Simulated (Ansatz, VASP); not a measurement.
One calculation of AlN, two programs

```xyz
4
Lattice="3.1612 0.0000 0.0000 -1.5806 2.7377 0.0000 0.0000 0.0000 5.2176" Properties=species:S:1:pos:R:3 pbc="T T T"
Al    0.0000    1.8251    0.0200
Al    1.5806    0.9126    2.6288
N     0.0000    1.8251    1.9888
N     1.5806    0.9126    4.5976
```

Alike in both runs: functional PBE; k mesh 9 × 9 × 6; occupations gaussian, width 0.05 eV; no spin polarisation.

Ansatz relaxed the structure, and its values are those at the end. VASP's run is a single point on that final structure, the one shown.

|  | VASP | Ansatz |
| --- | --- | --- |
| version | VASP 6.6.1 | Ansatz 0.2.0 |
| potentials or method | VASP PAW PBE potentials, release 64 (Al, N) | scalar-relativistic, plane waves, PAW |
| plane-wave cutoff (eV) | 520 | 520 |
| valence electrons in the cell | 16 | 16 |

|  | VASP | Ansatz | Ansatz less VASP |
| --- | --- | --- | --- |
| gap on the k mesh at the Fermi level (eV) | 3.62 | 3.62 | -0.004 |
| least direct gap on the mesh (eV) | 3.62 | 3.62 | -0.004 |
| pressure (GPa) | -10.1 | -9.9 | +0.17 |

The functional is the same, so the differences come from potentials, cutoffs and numerics. Ansatz warned: «stress_scf_threshold_loose».

As with any semilocal functional, this PBE gap is likely too small.
